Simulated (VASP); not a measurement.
# Pb: restarted molecular dynamics, 2 variants

Pb, Fd-3m (no. 227), 8 atoms in the cell. PBE, molecular dynamics; PAW potentials Pb (PBE set).

| Restart from | Temperature at the end (K) | The same without a restart (K) | Potential energy at the end (eV/atom) | The same without a restart (eV/atom) | Electronic steps in the first step after the restart | Time (s) |
|---|---|---|---|---|---|---|
| CONTCAR with velocities, WAVECAR read | 378.0 | 378.0 | -3.14720 | -3.14720 | 4 | 138 |
| CONTCAR with velocities, no WAVECAR | 378.0 | 378.0 | -3.14720 | -3.14720 | 14 | 139 |

Limits: 240 fs of 8 atoms are too short for converged averages.

## Input of the first row

INCAR.step1:
```
SYSTEM = Pb
GGA      = PE             ! functional
PREC     = Normal         ! precision mode
ENCUT    = 200            ! plane-wave cutoff, eV
EDIFF    = 1E-6           ! SCF threshold, eV
NELMIN   = 4            
NELM     = 60             ! most SCF steps
ALGO     = Fast           ! electronic algorithm
LREAL    = Auto         
LASPH    = .TRUE.         ! aspherical terms in the spheres
ISMEAR   = -1             ! smearing method
SIGMA    = 0.05           ! smearing width, eV
ISYM     = 0            
LWAVE    = .TRUE.         ! write WAVECAR
LCHARG   = .FALSE.        ! write CHGCAR
IBRION   = 0              ! ionic algorithm
NSW      = 30             ! ionic steps
POTIM    = 4.0            ! step
TEBEG    = 600          
ISIF     = 2              ! what is computed and relaxed
RANDOM_SEED= 317015 0 0   
MDALGO   = 2            
SMASS    = -3           
KPAR     = 2             
```

INCAR.step2, as INCAR.step1 but for:
```
- LWAVE = .TRUE.
+ LWAVE = .FALSE.
```

KPOINTS:
```
k-points
0
Monkhorst-Pack
  2 2 2
```

POSCAR.step1:
```
Pb
1.0
    6.8780001110      0.0000000000      0.0000000000
    0.0000000000      6.8780001110      0.0000000000
    0.0000000000      0.0000000000      6.8780001110
Pb
8
Direct
    0.2500000000      0.7500000000      0.2500000000
    0.0000000000      0.0000000000      0.5000000000
    0.2500000000      0.2500000000      0.7500000000
    0.0000000000      0.5000000000      0.0000000000
    0.7500000000      0.7500000000      0.7500000000
    0.5000000000      0.0000000000      0.0000000000
    0.7500000000      0.2500000000      0.2500000000
    0.5000000000      0.5000000000      0.5000000000
```

Commands (each step's output is kept before the next begins):
```
cat potpaw_PBE.64/Pb/POTCAR > POTCAR
cp INCAR.step1 INCAR
cp POSCAR.step1 POSCAR
mpirun -np 2 vasp_std > vasp.out
cp CONTCAR POSCAR
cp INCAR.step2 INCAR
mpirun -np 2 vasp_std > vasp.out
```

Changes of the last row against the first:
```
(step 1)
- LWAVE = True
+ LWAVE = False
```

VASP 6.6.1 took 138 s on 2 cores (Intel Xeon Platinum 8488C (Sapphire Rapids)), a shared host.
